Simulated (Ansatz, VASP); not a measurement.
**Mg in VASP and in Ansatz**

Contents of INCAR:

```
ALGO = Normal
EDIFF = 1E-6
ENCUT = 520
GGA = PE
ISIF = 2
ISMEAR = 0
LASPH = True
LCHARG = False
LREAL = False
LWAVE = False
NBANDS = 7
NELM = 100
PREC = Accurate
SIGMA = 0.15
```

The input KPOINTS:

```
k-points
0
Gamma
  18 18 18
```

File POSCAR:

```
Mg
1.0
   -1.7499000000      1.7499000000      1.9094500000
    1.7499000000     -1.7499000000      1.9094500000
    1.7499000000      1.7499000000     -1.9094500000
Mg
1
Direct
    0.0000000000      0.0000000000      0.0000000000
```

Input for Ansatz:

```yaml
crystal:
  lattice:
    - [-1.7499, 1.7499, 1.90945]
    - [1.7499, -1.7499, 1.90945]
    - [1.7499, 1.7499, -1.90945]
  atoms:
    - { symbol: Mg, position: [0.0, 0.0, 0.0] }
basis:
  ecutwfc: 520.0
kpoints:
  mp_grid: { grid: [18, 18, 18] }
hamiltonian:
  xc: pbe
  pseudopotentials: { kind: paw }
scf:
  occupations: { method: gaussian, width: 0.15 }
output:
  forces: true
  stress: true
  eigenvalues: true
  write_density: true
  write_potential: true
  elf: true
  volumetric_format: npy
```

Alike in both runs: task single point; functional PBE; k mesh 18 × 18 × 18; occupations gaussian, width 0.15 eV; no spin polarisation.

|  | VASP | Ansatz |
| --- | --- | --- |
| version | VASP 6.6.1 | Ansatz 0.2.0 |
| potentials or method | VASP PAW PBE potentials, release 64 (Mg) | scalar-relativistic, plane waves, PAW |
| plane-wave cutoff (eV) | 520 | 520 |
| valence electrons in the cell | 2 | 10 |

```csv
,VASP,Ansatz,Ansatz less VASP
gap on the k mesh at the Fermi level (eV),none,none,-
pressure (GPa),-0.8,-0.7,+0.12
largest component of the traceless stress (GPa),0.24,0.24,-0.003
```

A gap of «none» marks a metal or a gap that the smearing closes. The two sets of potentials don't hold the same shells in valence.
